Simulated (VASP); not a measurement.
ZrO2:

```
CELL_PARAMETERS angstrom
3.62152 0.00000 0.00000
0.00000 3.62152 0.00000
0.00000 0.00000 5.27704
ATOMIC_POSITIONS crystal
Zr 0.00000 0.00000 0.00000
Zr 0.50000 0.50000 0.50000
O 0.00000 0.50000 0.30620
O 0.00000 0.50000 0.80620
O 0.50000 0.00000 0.69380
O 0.50000 0.00000 0.19380
```

The cell is a database's computed one.

Base run:

| Quantity | Value |
| --- | --- |
| Program | VASP 6.6.1 |
| Functional | r2SCAN |
| Potentials or basis | VASP PAW PBE potentials, release 64 (Zr_sv, O) |
| Cutoff | 450 eV |
| k mesh | 10 × 10 × 8 |
| Occupations | gaussian, width 0.02 eV |
| Spin | no spin polarisation |

Its results: band gap on the k mesh 4.56 eV, indirect (least direct gap 4.65 eV).

Task: The run is repeated on the same cell with these changes: functional from r2SCAN to LDA; potentials or basis from VASP PAW PBE potentials, release 64 (Zr_sv, O) to VASP PAW LDA potentials, release 64 (Zr_sv, O). What comes out?

Result: Band gap on the k mesh 3.92 eV, indirect (least direct gap 4.02 eV).
